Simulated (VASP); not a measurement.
# GaN (Fm-3m) in VASP: a series of runs

Runs on GaN. Level: PBE. Tasks: dielectric tensor.

Program: VASP 6.6.1. These are calculated values, not measurements. Logs are shortened: lines on timing, memory, paths and dates and some standing lists are left out, and cuts for length are marked.

## (1) The structure

It takes space group Fm-3m (No. 225, cubic). Conventional cell: a = 4.270 Å, b = 4.270 Å, c = 4.270 Å, α = 90.00°, β = 90.00°, γ = 90.00°. Around Ga (site symmetry m-3m) lie 6 N at 2.14 Å. Around N (site symmetry m-3m) lie 6 Ga at 2.14 Å.

Measurements of this composition are mostly on another form, of space group No. 186.

## (2) Dielectric tensor, PBE

File INCAR:

```
SYSTEM = GaN
PREC = Accurate
ENCUT = 650
EDIFF = 1E-8
ISMEAR = 0
SIGMA = 0.01
LREAL = .False.
LASPH = .True.
NELM = 100
ALGO = Normal
ISIF = 2
LWAVE = .False.
LCHARG = .False.
GGA = PE
LEPSILON = .True.
```

File KPOINTS:

```
regular mesh
0
Gamma
  10 10 10
  0 0 0
```

File POSCAR:

```
GaN
1.0
    0.0000000000      2.1352350000      2.1352350000
    2.1352350000      0.0000000000      2.1352350000
    2.1352350000      2.1352350000      0.0000000000
Ga N
1 1
Direct
    0.0000000000      0.0000000000      0.0000000000
    0.5000000000      0.5000000000      0.5000000000
```

Potentials or basis: VASP PAW PBE potentials, release 64 (Ga_d, N).

Run with:

```bash
> cat potpaw_PBE.64/Ga_d/POTCAR potpaw_PBE.64/N/POTCAR > POTCAR
> mpirun -np 1 vasp_std > vasp.out
```

OUTCAR:

```text
SYSTEM = GaN
   PREC = Accurate
   ENCUT = 650
   EDIFF = 1E-8
   ISMEAR = 0
   LREAL = .False.
   LASPH = .True.
   NELM = 100
   ISIF = 2
   GGA = PE
   LEPSILON = .True.

 Found     47 irreducible k-points:

 Following reciprocal coordinates:
            Coordinates               Weight
  0.000000  0.000000  0.000000      1.000000
  0.100000  0.000000  0.000000      8.000000
  0.200000  0.000000  0.000000      8.000000
  0.300000  0.000000  0.000000      8.000000
  0.400000  0.000000  0.000000      8.000000
  0.500000  0.000000  0.000000      4.000000
   k-points           NKPTS =     47   k-points in BZ     NKDIM =     47   number of bands    NBANDS=     13
   number of dos      NEDOS =    301   number of ions     NIONS =      2
   total plane-waves  NPLWV =  21952
   dimension x,y,z NGX =    28 NGY =   28 NGZ =   28
   dimension x,y,z NGXF=    56 NGYF=   56 NGZF=   56
   ions per type =               1   1
   NGX,Y,Z   is equivalent  to a cutoff of  15.42, 15.42, 15.42 a.u.
   NGXF,Y,Z  is equivalent  to a cutoff of  30.83, 30.83, 30.83 a.u.
 SYSTEM =  GaN
   PREC   = accura    normal or accurate (medium, high low for compatibility)
   ISTART =      0    job   : 0-new  1-cont  2-samecut
   ICHARG =      2    charge: 1-file 2-atom 10-const
   ISPIN  =      1    spin polarized calculation?
   LNONCOLLINEAR =      F non collinear calculations
   LSORBIT =      F    spin-orbit coupling
   LASPH  =      T    aspherical Exc in radial PAW
   ENCUT  =  650.0 eV  47.77 Ry    6.91 a.u.   6.28  6.28  6.28*2*pi/ulx,y,z
   NELM   =    100;   NELMIN=  2; NELMDL= -5     # of ELM steps
   EDIFF  = 0.1E-07   stopping-criterion for ELM
   LREAL  =      F    real-space projection
   EDIFFG = 0.1E-06   stopping-criterion for IOM
   NSW    =      0    number of steps for IOM
   IBRION =     -1    ionic relax: 0-MD 1-quasi-New 2-CG
   NFREE  =      0    steps in history (QN), initial steepest desc. (CG)
   ISIF   =      2    stress and relaxation
   ISYM   =      2    0-nonsym 1-usesym 2-fastsym
   POTIM  = 0.5000    time-step for ionic-motion
   TEBEG  =    0.0;   TEEND  =   0.0 temperature during run
   PSTRESS=    0.0 pullay stress
   NELECT =      18.0000    total number of electrons
   NUPDOWN=      -1.0000    fix difference up-down
   EMIN   =  10.00;   EMAX   =-10.00  energy-range for DOS
   EFERMI =   0.00;   METHOD = LEGACY
   ISMEAR =     0;   SIGMA  =   0.01  broadening in eV -4-tet -1-fermi 0-gaus
   EFERMI_NEDOS =   21; number of points for ismear=-14 and -15
   IALGO  =     38    algorithm
   IMIX   =      4    mixing-type and parameters
     AMIX     =   0.40;   BMIX     =  1.00
     AMIX_MAG =   1.60;   BMIX_MAG =  1.00
  volume/ion in A,a.u.               =       9.74        65.70
  Fermi-wavevector in a.u.,A,eV,Ry     =   1.594814  3.013761 34.605481  2.543431
  Thomas-Fermi vector in A             =   2.692830
   LORBIT       =      0    0 simple, 1 ext, 2 COOP (PROOUT), +10 PAW based schemes
   GGA     = PE    functional components
   LHFCALC =     F    Hartree Fock is set to
   AEXX    =    0.0000 exact exchange contribution
   IVDW    =     0    specifies the selected vdW correction
   LEPSILON=     T    determine dielectric tensor
   LRPA    =     F    only Hartree local field effects (RPA)
 non-spin polarized calculation
 Gauss-broadening in eV      SIGMA  =   0.01
  energy-cutoff  :      650.00
  volume of cell :       19.47
 maximum number of plane-waves:       754
 NGX is ok and might be reduce to    28
   NGX = 13   NGY = 13   NGZ = 13

--------------------------------------- Ionic step        1  -------------------------------------------

 number of electron      18.0000003 magnetization

 E-fermi :   7.5904     XC(G=0): -12.9045

 val. band max:        7.4899136481   @ k =  -0.2000   0.2000   0.0000
 cond. band min:       7.9157194881   @ k =   0.5000   0.5000   0.0000
 fundamental gap:      0.4258058399
 Fermi energy:         7.5904341171

 k-point     1 :       0.0000    0.0000    0.0000
  band No.  band energies     occupation
      1      -9.4816      2.00000
      2      -6.4862      2.00000
      3      -6.4862      2.00000
      4      -6.4862      2.00000
      5      -6.3991      2.00000
      6      -6.3991      2.00000
      7       7.0383      2.00000
      8       7.0383      2.00000
      9       7.0383      2.00000
     10       9.4046      0.00000
     11      22.0602      0.00000
     12      22.0602      0.00000
     13      22.0602      0.00000

 k-point     2 :       0.1000    0.0000    0.0000
  band No.  band energies     occupation
      1      -9.2931      2.00000
      2      -6.4928      2.00000
      3      -6.4773      2.00000
      4      -6.4773      2.00000
      5      -6.4103      2.00000
      6      -6.4103      2.00000
      7       5.8204      2.00000
      8       7.0573      2.00000
      9       7.0573      2.00000
     10      10.4135      0.00000
     11      19.6348      0.00000
     12      21.1536      0.00000
     13      21.1536      0.00000

 k-point     3 :       0.2000    0.0000    0.0000
  band No.  band energies     occupation
      1      -8.7482      2.00000
      2      -6.5094      2.00000
      3      -6.4976      2.00000
      4      -6.4976      2.00000
      5      -6.3955      2.00000
      6      -6.3955      2.00000
      7       3.8163      2.00000
      8       7.1161      2.00000
      9       7.1161      2.00000
     10      11.7031      0.00000
     11      17.5635      0.00000
     12      19.4062      0.00000
     13      19.4062      0.00000

 k-point     4 :       0.3000    0.0000    0.0000
  band No.  band energies     occupation
      1      -7.9253      2.00000
      2      -6.5563      2.00000
      3      -6.5563      2.00000
      4      -6.5279      2.00000
      5      -6.3424      2.00000
      6      -6.3424      2.00000
      7       1.7994      2.00000
      8       7.2090      2.00000
      9       7.2090      2.00000
     10      12.2966      0.00000
     11      16.5886      0.00000
     12      17.8459      0.00000
     13      17.8459      0.00000

 k-point     5 :       0.4000    0.0000    0.0000
  band No.  band energies     occupation
      1      -7.0442      2.00000
      2      -6.6069      2.00000
      3      -6.6069      2.00000
      4      -6.5332      2.00000
      5      -6.2954      2.00000
      6      -6.2954      2.00000
      7       0.1383      2.00000
      8       7.3035      2.00000
      9       7.3035      2.00000
     10      12.2043      0.00000
     11      16.4753      0.00000
     12      16.8036      0.00000
     13      16.8036      0.00000

 k-point     6 :       0.5000    0.0000    0.0000
  band No.  band energies     occupation
      1      -6.6618      2.00000
      2      -6.6263      2.00000
      3      -6.6263      2.00000
      4      -6.4762      2.00000
      5      -6.2772      2.00000
      6      -6.2772      2.00000
      7      -0.5728      2.00000
      8       7.3447      2.00000
      9       7.3447      2.00000
     10      12.0811      0.00000
     11      16.4368      0.00000
     12      16.4368      0.00000
     13      16.5198      0.00000

 [... further k-points ...]

  FORCE on cell =-STRESS in cart. coord.  units (eV):
  Direction    XX          YY          ZZ          XY          YZ          ZX
  --------------------------------------------------------------------------------------
  -------------------------------------------------------------------------------------
  Total        0.0222906      0.0222906      0.0222906      0.0000000      0.0000000      0.0000000
  in kB        1.8342824      1.8342824      1.8342824      0.0000000      0.0000000      0.0000000
  external PRESSURE =       1.8342824 kB  Pullay stress =       0.0000000 kB

 VOLUME and BASIS-vectors are now :
 -----------------------------------------------------------------------------
  energy-cutoff  :      650.00
  volume of cell :       19.47
      direct lattice vectors                 reciprocal lattice vectors
     0.000000000  2.135235000  2.135235000    -0.234166263  0.234166263  0.234166263
     2.135235000  0.000000000  2.135235000     0.234166263 -0.234166263  0.234166263
     2.135235000  2.135235000  0.000000000     0.234166263  0.234166263 -0.234166263

 POSITION                                       TOTAL-FORCE (eV/Angst)
 -----------------------------------------------------------------------------------
      0.00000      0.00000      0.00000        -0.000000     -0.000000     -0.000000
      2.13524      2.13524      2.13524         0.000000      0.000000      0.000000
 -----------------------------------------------------------------------------------
    total drift:                                0.000000      0.000000      0.000000

  FREE ENERGIE OF THE ION-ELECTRON SYSTEM (eV)
  ---------------------------------------------------
  free  energy   TOTEN  =       -11.2101258337 eV

  energy  without entropy=      -11.2101258337  energy(sigma->0) =      -11.21012583

 HEAD OF MICROSCOPIC STATIC DIELECTRIC TENSOR (INDEPENDENT PARTICLE, excluding Hartree and local field effects)
 ------------------------------------------------------
           8.772164    -0.000000     0.000000
          -0.000000     8.772164    -0.000000
           0.000000    -0.000000     8.772164
 ------------------------------------------------------

 Free energy of the ion-electron system (eV)
  ---------------------------------------------------
  ---------------------------------------------------
  free energy    TOTEN  =        -0.43462438 eV

  energy without entropy =       -0.43462438

------------------------ aborting loop because EDIFF is reached ----------------------------------------

--------------------------------------- Ionic step        2  -------------------------------------------

------------------------ aborting loop because EDIFF is reached ----------------------------------------

--------------------------------------- Ionic step        3  -------------------------------------------

 Free energy of the ion-electron system (eV)
  ---------------------------------------------------
  ---------------------------------------------------
  free energy    TOTEN  =        -0.43462423 eV

  energy without entropy =       -0.43462423

------------------------ aborting loop because EDIFF is reached ----------------------------------------

 PIEZOELECTRIC TENSOR FIELD DIRECTION 3  (e Angst)
 -----------------------------------------------------------------------------
     0.00028  0.00000 -0.00000           ( -0.00001  0.00000 -0.00000)
     0.00000  0.00028  0.00000           (  0.00000 -0.00001  0.00000)
    -0.00000  0.00000 -0.00041           ( -0.00000  0.00000 -0.00002)

 PIEZOELECTRIC TENSOR FIELD DIRECTION 3  (C/m^2)
 -----------------------------------------------------------------------------
     0.00023  0.00000 -0.00000
     0.00000  0.00023  0.00000
    -0.00000  0.00000 -0.00033

 MACROSCOPIC STATIC DIELECTRIC TENSOR (including local field effects in DFT)
 ------------------------------------------------------
           8.590254     0.000000     0.000000
           0.000000     8.590254    -0.000000
           0.000000     0.000000     8.590254
 ------------------------------------------------------

 PIEZOELECTRIC TENSOR (including local field effects)  for field in x, y, z        (e  Angst)
          XX          YY          ZZ          XY          YZ          ZX
  --------------------------------------------------------------------------------
  x     0.00000     0.00000     0.00000     0.00000     0.00000     0.00000
  y     0.00000     0.00000     0.00000     0.00000     0.00000     0.00000
  z     0.00000     0.00000     0.00000     0.00000     0.00000     0.00000

 PIEZOELECTRIC TENSOR (including local field effects)  for field in x, y, z        (C/m^2)
          XX          YY          ZZ          XY          YZ          ZX
  --------------------------------------------------------------------------------
  x     0.00000     0.00000     0.00000     0.00000     0.00000     0.00000
  y     0.00000     0.00000     0.00000     0.00000     0.00000     0.00000
  z     0.00000     0.00000     0.00000     0.00000     0.00000     0.00000

 BORN EFFECTIVE CHARGES (including local field effects) (in |e|, cummulative output)
 ---------------------------------------------------------------------------------
 ion    1
    1     3.62284     0.00000     0.00000
    2     0.00000     3.62284    -0.00000
    3    -0.00000     0.00000     3.62284
 ion    2
    1    -3.62284     0.00000     0.00000
    2    -0.00000    -3.62284     0.00000
    3     0.00000     0.00000    -3.62284
```

It took 2.9 min on 1 thread of Intel Xeon Platinum 8488C (Sapphire Rapids), shared host; peak memory 0.25 GiB.

The run converged, but some of its settings lie outside the range that counts as converged, so its numbers aren't taken as properties of the crystal.

What came out:

```yaml
Band_gap_on_the_k_mesh: 0.43 eV, indirect (least direct gap 2.37 eV)
Electronic_dielectric_tensor_diagonal: 8.59
Born_charges_mean_of_the_diagonal: Ga +3.62; N -3.62 e
```

Caveat: the gap is small at this level, which inflates the dielectric constant.

## (3) Dielectric tensor, PBE

INCAR, as its differences from that of step 2:

```diff
@@ -2,3 +2,3 @@
 PREC = Accurate
-ENCUT = 650
+ENCUT = 400
 EDIFF = 1E-8
```

File KPOINTS:

```
regular mesh
0
Gamma
  13 13 13
  0 0 0
```

POSCAR is that of step 2.

Potentials or basis: VASP PAW PBE potentials, release 64 (Ga_d, N).

Run with:

```bash
> cat potpaw_PBE.64/Ga_d/POTCAR potpaw_PBE.64/N/POTCAR > POTCAR
> mpirun -np 1 vasp_std > vasp.out
```

OUTCAR:

```text
SYSTEM = GaN
   PREC = Accurate
   ENCUT = 400
   EDIFF = 1E-8
   ISMEAR = 0
   LREAL = .False.
   LASPH = .True.
   NELM = 100
   ISIF = 2
   GGA = PE
   LEPSILON = .True.

 Found     84 irreducible k-points:

 Following reciprocal coordinates:
            Coordinates               Weight
  0.000000  0.000000  0.000000      1.000000
  0.076923  0.000000  0.000000      8.000000
  0.153846  0.000000  0.000000      8.000000
  0.230769  0.000000  0.000000      8.000000
  0.307692  0.000000  0.000000      8.000000
  0.384615  0.000000  0.000000      8.000000
[... 235 lines left out ...]
 -----------------------------------------------------------------------------
     0.00001  0.00000 -0.00000
     0.00000  0.00001  0.00000
    -0.00000 -0.00000  0.00019

 MACROSCOPIC STATIC DIELECTRIC TENSOR (including local field effects in DFT)
 ------------------------------------------------------
           8.494277    -0.000000    -0.000000
          -0.000000     8.494277    -0.000000
          -0.000000     0.000000     8.494277
 ------------------------------------------------------

 PIEZOELECTRIC TENSOR (including local field effects)  for field in x, y, z        (e  Angst)
          XX          YY          ZZ          XY          YZ          ZX
  --------------------------------------------------------------------------------
  x     0.00000     0.00000     0.00000     0.00000     0.00000     0.00000
  y     0.00000     0.00000     0.00000     0.00000     0.00000     0.00000
  z     0.00000     0.00000     0.00000     0.00000     0.00000     0.00000

 PIEZOELECTRIC TENSOR (including local field effects)  for field in x, y, z        (C/m^2)
          XX          YY          ZZ          XY          YZ          ZX
  --------------------------------------------------------------------------------
  x     0.00000     0.00000     0.00000     0.00000     0.00000     0.00000
  y     0.00000     0.00000     0.00000     0.00000     0.00000     0.00000
  z     0.00000     0.00000     0.00000     0.00000     0.00000     0.00000

 BORN EFFECTIVE CHARGES (including local field effects) (in |e|, cummulative output)
 ---------------------------------------------------------------------------------
 ion    1
    1     3.61403     0.00000     0.00000
    2     0.00000     3.61403    -0.00000
    3    -0.00000     0.00000     3.61403
 ion    2
    1    -3.61403     0.00000     0.00000
    2    -0.00000    -3.61403     0.00000
    3     0.00000     0.00000    -3.61403
```

Wall time 2 min (1 thread of Intel Xeon Platinum 8488C (Sapphire Rapids), shared host); peak memory 0.21 GiB.

The run converged, but some of its settings lie outside the range that counts as converged, so its numbers aren't taken as properties of the crystal.

What came out:

```
Band gap on the k mesh                  : 0.52 eV, indirect (least direct gap 2.35 eV)
Electronic dielectric tensor (diagonal) : 8.49
Born charges (mean of the diagonal)     : Ga +3.61; N -3.61 e
```

Caveat: the cutoff is under 1.25 times the usual one of these potentials, so pressure, stress and relaxed cells hold a basis-set (Pulay) error; the gap is small at this level, which inflates the dielectric constant; an odd mesh through Γ misses points on the zone boundary, where band edges often lie.

(Continued in part 2 of 2.)
